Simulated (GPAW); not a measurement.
CuAu:

```xyz
2
Lattice="2.8107 0.0000 0.0000 0.0000 2.8107 0.0000 0.0000 0.0000 3.6850" Properties=species:S:1:pos:R:3 pbc="T T T"
Au    0.0000    0.0000    0.0000
Cu    1.4054    1.4054    1.8425
```

Base run:

* Program: GPAW 26.7.0
* Functional: PBEsol
* Potentials or basis: PAW data sets generated in the run's folder for this functional
* Cutoff: 600 eV
* Basis: pw
* k mesh: 9 × 9 × 7
* Occupations: fermi-dirac, width 0.05 eV
* Spin: no spin polarisation

Its results: pressure -1.5 GPa.

Task: The run is repeated on the same cell with these changes: functional from PBEsol to PBE; potentials or basis from PAW data sets generated in the run's folder for this functional to GPAW PAW data sets (gpaw-data 1.2.1). What comes out?

Result: Pressure 6.5 GPa.

Not every run made on this cell is shown here.
